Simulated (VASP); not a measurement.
# Te: relaxation of cell and atoms with PBEsol

The system is Te.

```xyz
3
Lattice="4.4540 0.0000 0.0000 -2.2270 3.8573 0.0000 0.0000 0.0000 5.9240" Properties=species:S:1:pos:R:3 pbc="T T T"
Te    1.6279    2.8197    0.0000
Te   -0.5991    1.0376    3.9493
Te    1.1981    0.0000    1.9747
```

* Program: VASP 6.6.1
* Task: relaxation of cell and atoms
* Functional: PBEsol
* Potentials or basis: VASP PAW PBE potentials, release 64 (Te)
* Cutoff: 600 eV
* k mesh: 6 × 6 × 4
* Occupations: gaussian, width 0.02 eV
* Spin: no spin polarisation
* Ladder: gaps
* Further INCAR settings: ALGO = Normal; EDIFF = 1e-06; IBRION = 2; EDIFFG = -0.005; NSW = 40; ISIF = 3

The relaxed volume is 32.14 Å³/atom, the relaxed cell is a = 4.315 Å, b = 4.315 Å, c = 5.980 Å, α = 90.00°, β = 90.00°, γ = 120.00° and the space group after relaxing (to 0.05 Å) is P3_121 (No. 152). The energy gained by relaxing is 9.4 meV/atom and the ionic steps are 9. The pressure after relaxing is 0.0 GPa. The band gap on the k mesh is none (metal or under the smearing width).

The path:
| step | energy change (eV) | largest force (eV/Å) | pressure (GPa) | volume (Å³) |
| --- | --- | --- | --- | --- |
| 1 | 0.0000 | 0.1176 | -0.85 | 101.78 |
| 2 | -0.0082 | 0.2192 | 0.29 | 99.14 |
| 3 | -0.0082 | 0.2175 | 0.28 | 99.18 |
| 4 | -0.0168 | 0.1638 | 0.24 | 98.38 |
| 5 | -0.0276 | 0.0217 | 0.32 | 95.98 |
| 6 | -0.0265 | 0.0386 | -0.54 | 97.46 |
| 7 | -0.0282 | 0.0010 | -0.01 | 96.53 |
| 8 | -0.0282 | 0.0004 | -0.01 | 96.50 |
| 9 | -0.0282 | 0.0017 | -0.01 | 96.41 |

Final structure:
```
Te
1.0
     4.31485    0.00000    0.00000
    -2.15742    3.73677    0.00000
     0.00000    0.00000    5.97959
Te
3
Direct
  0.71751 0.71751 0.00000
  0.00000 0.28249 0.66667
  0.28249 0.00000 0.33333
```

Levels at points of the mesh, in eV from the Fermi level:
```
           k point  band 6  band 7  band 8  band 9  band 10  band 11  band 12  band 13
(0.00, 0.00, 0.00)   -2.60   -1.75   -1.75   -1.08     1.00     1.00     1.71     4.79
(0.50, 0.00, 0.00)   -4.00   -3.85   -0.87   -0.73     0.59     0.59     2.44     3.76
(0.00, 0.00, 0.50)   -2.63   -1.27   -0.84   -0.84     0.29     0.36     0.36     3.64
(0.50, 0.00, 0.50)   -3.67   -2.74   -2.47   -0.35     0.36     1.99     2.65     4.20
```

It took 120 s on 1 thread of Intel(R) Xeon(R) Platinum 8488C (Sapphire Rapids), with other jobs on the host, peak memory 0.25 GiB.

Caveat: the PAW data sets were made with another functional, which shifts forces and pressure a little. The run has no spin-orbit coupling, so splittings on Te are missing.
